Q: I work with lead telluride, and I have eight computed gaps for the same rocksalt crystal, squeezed and stretched. Before I draw a line through them I want to know whether one of them doesn't belong. A bad point at the compressed end would spoil my pressure coefficient.

PBE calculations with Ansatz 0.2.0 for rocksalt PbTe, in the r2SCAN-relaxed cell and in cells strained hydrostatically from it, without spin polarisation or spin-orbit coupling. PAW potentials, plane-wave cutoff 420 eV, 8×8×8 k mesh, Fermi-Dirac smearing of 0.02 eV. Gaps are the smallest found over the mesh and the named k points.

```tsv
volume (Å³/atom)	shortest distance (Å)	band gap (eV)	least direct gap (eV)
29.384	3.086	0.370	0.370
29.515	3.090	0.383	0.383
33.086	3.210	0.688	0.688
34.896	3.268	0.800	0.800
36.490	3.317	0.878	0.878
39.220	3.398	0.977	0.977
40.919	3.446	1.020	1.020
41.246	3.455	1.027	1.027
```

A: Start with what could make a row different in kind. The band gap is the distance from the highest filled level to the lowest empty one, wherever in the band structure these two lie. If that place changes from one cell to the next, the curve gets a corner. Here it doesn't change: in all eight cells both levels sit at the point called L, an electron wave running along the body diagonal of the cube. That is also why the band gap and the least direct gap agree in every row.

Q: So the rows are comparable. But the steps are very uneven. The gap climbs steeply at first and then hardly at all. Isn't that already a break?

A: It is a bend, and a bend is shared by neighbours, whereas a break belongs to one row or starts at one. Between the first and third rows, one percent more volume adds about 0.027 eV to the gap. Between the sixth and the last it adds only about 0.010 eV. To find a broken row you need a curve that bends by the right amount, so it helps to know first why the gap grows with volume at all.

Q: Then tell me that. I had learnt that squeezing a semiconductor opens its gap.

A: It does in gallium arsenide, where the direct gap widens because the empty level is the one pushed up most strongly. In lead telluride the filled level takes the stronger push. The top of the valence band is mostly made of tellurium 5p orbitals, and below it lie the 6s orbitals of lead. Two levels that couple repel each other, so the lower one drives the upper one upwards. Squeezing strengthens the coupling, the filled level rises, and the gap shrinks.

Q: Is there a simpler case in which I can picture this?

A: Take the antibonding level of a hydrogen molecule. Push the two atoms together and it rises; pull them apart and it sinks back. The valence top of lead telluride is such an antibonding level, except that here it is full of electrons. The likeness has a limit: in hydrogen the two atomic levels start out equal, so the shift follows the coupling itself. In lead telluride they start apart, and the shift follows roughly the square of the coupling.

Q: Why should this happen just at L?

A: Because of the phase of the wave. At L it advances by a quarter turn from an atom to its neighbour, so the neighbours on the left and on the right of an atom carry opposite signs. A p orbital also has opposite signs on its two sides. With s orbitals as neighbours the two contributions therefore add up, while with p orbitals as neighbours they cancel. L is thus the place where the push from s levels is strongest, and the valence top is found there.

The empty level is pushed too, since lead 6p lies above tellurium 5s. That push would open the gap under pressure, but tellurium 5s lies deeper, and a more distant level pushes less. This division into two pushes is an argument from the orbitals, not a result of these runs, and it counts nearest neighbours only. That is not the whole story. In the run at 29.515 Å³ per atom the lowest empty level at L is a single level with a degenerate pair above it, whereas the push from tellurium 5s alone would lift the single level above the pair. Something else holds it down, probably bonding between the lead p orbitals themselves. The table shows only the net effect of all this. As a first guess at the sign for a related compound, ask which of the two band edges is pushed harder by the s level beneath it.

Q: Can you turn that into a formula I can hold against the numbers?

A: Yes, in three steps. A level pushed by another at energy distance D, through a coupling t, moves by about t²/D, as long as t is small against D; at L, where six neighbours add up, that is only roughly so. The usual rule for s and p orbitals makes t fall as 1/d², where d is the shortest distance between lead and tellurium. If D stays fixed, both pushes fall as 1/d⁴, which leaves

gap = A − B/d⁴

with two constants, A and B. I set them by least squares on all eight rows.

Q: And which row fails?

A: By this formula the worst offender is the row at 34.896 Å³ per atom, the unstrained cell from which the others were made. Its computed gap of 0.800 eV lies 0.034 eV above the formula. Don't throw it out, though. Its neighbours on both sides lie above the formula by nearly as much, while the two smallest and the two largest cells lie below it. Misses that form an arc like this accuse the formula, not the row.

Q: So the picture of repelling levels is wrong?

A: It is incomplete as a quantity. The formula lets the slope of the gap against the logarithm of the volume fall by a factor of 1.4 from the compressed end to the stretched end, but in the table it falls by a factor of 2.7. The table does not say why. The coupling probably drops more quickly than the usual rule allows, because the outer tails of orbitals decay exponentially, but I would not expect that alone to bend the curve this much. More likely A is not constant: the gap is a small difference of larger terms of opposite sign, and if a term that favours a larger gap, such as the electrostatic separation of the lead and tellurium levels, fades slowly on stretching, the sum flattens sooner than any one push. I haven't tested either idea.

Q: Then how do you judge the rows, if the physical formula bends too little?

A: With a plain smooth curve that claims no mechanism. Let x be the natural logarithm of the volume divided by that of the unstrained cell; for small changes this is just the fractional change in volume. A parabola in x, fitted by least squares to all eight rows, passes within 0.001 eV of every one of them. That is the size of the last printed digit. No row breaks the pattern.

Q: A parabola through eight points is forgiving. The two smallest cells could have bent it towards themselves.

A: That can be checked by leaving them out. They are also the two rows to be most wary of, because their small gaps were computed without spin-orbit coupling. I fitted the same parabola to the six larger cells only and continued it down to the smallest one, at 29.384 Å³ per atom:

x = ln(29.384/34.896) = −0.1719

gap = 0.7994 + 1.91 x − 3.289 x² = 0.799 − 0.328 − 0.097 = 0.374 eV

The table has 0.370 eV for this cell, which took no part in the fit, so the continuation is about one percent too high. The next cell is overshot by the same 0.004 eV. That the two miss together proves little, since they are nearly the same cell and no cell lies between them and the third row. What counts is the size: a miss this small is comparable with the uncertainty of a parabola continued so far, and it leaves no room for a break of more than a few thousandths of an eV.

Q: Why is it so smooth? Real data are never that kind.

A: Because nothing in these cells switches. The atoms keep their rocksalt places, the same bands stay filled, and the gap is always taken between the same two levels at L. Each of these levels shifts gradually as the cell grows, and so does their difference. A corner needs a change of partner: another point taking over as band edge, another crystal structure, or the two levels trading places.

Q: Could the last of these happen here, with the filled and the empty level trading places?

A: Yes, and that is where I would look for a break. The two levels at L have different symmetry, so they don't repel each other and can pass straight through. In the present calculation they come closer under compression but don't meet. A straight line through the first and third rows reaches zero gap near 25 Å³ per atom, well below the smallest cell. Since the curve steepens on the way down, the meeting could come somewhat earlier.

Q: You said that spin-orbit coupling was left out. Does that move the meeting point?

A: It moves it a long way. Spin-orbit coupling, the interaction of an electron's spin with its own motion, is strong in an atom as heavy as lead. It pulls the empty level down and lowers the gap of lead telluride by several tenths of an eV. This is the first reason why the unstrained cell, at 0.800 eV, lies so far above the measured gap, which is roughly 0.3 eV at room temperature. The comparison is loose in two more ways: the unstrained cell comes from an r2SCAN relaxation and is somewhat larger than the measured one, which raises the gap, and the measured gap grows with temperature, while these runs have fixed atoms. Only with the coupling included could one judge the density functional.

Q: What would the table look like with it?

A: Suppose, for illustration only, that the coupling lowers the gap by 0.7 eV at every volume. The unstrained cell would keep a gap of about 0.1 eV. In the smallest cell the difference of the two levels would be 0.370 − 0.7, or about −0.3 eV: the levels have traded places. A gap is reported as a positive number, so, read at L, the squeezed crystal would seem to have a larger gap than the relaxed one.

Q: So a V instead of my smooth curve.

A: Yes, with its tip where the lowering equals the gap in the table. For an assumed lowering of 0.7 eV that is near 33 Å³ per atom, and for 0.4 eV it is near 30. These volumes are only as good as the assumed lowering, which needn't be the same in every cell. The difference between the two levels, counted with its sign, would still run smoothly through the tip. The corner comes from reporting only its size.

Q: Would I see that tip in a pressure cell?

A: Perhaps, if it comes early enough. Real lead telluride gives up the rocksalt structure at roughly 6 GPa. The computed pressure is 3.1 GPa in the third row and already 10.7 GPa in the second. The two smallest cells therefore describe a crystal held in a structure that it would normally have left, and your sample would show a break of another kind before it got there.

Q: What should I do about my pressure coefficient, then?

A: Take the slope against pressure, not against volume. The effect of one percent of volume changes almost threefold from end to end, but the stretched crystal is also much softer, so one GPa changes its volume by more. The two largely cancel: with the computed pressures, the gap falls by about 0.040 eV per GPa between the third row and the first, and by about 0.048 eV per GPa between the last row and the sixth. Around zero pressure, between the fourth and fifth rows, it is 0.047 eV per GPa. One coefficient is thus a fair first estimate within this series, but it leaves out spin-orbit coupling and fails if the levels trade places. For the compressed side, have the range from the smallest cell up to the unstrained one recalculated with spin-orbit coupling, in small steps. Once the coupling is included, PBE is known to make this gap too small, so expect it to place the crossing at too large a volume, and confirm the position with a hybrid functional or GW. Ask for the symmetry of the two levels at L along with the gap. If the symmetries swap between two neighbouring cells, the tip of the V lies between them, and no single smooth curve should be drawn through the gaps on its two sides.
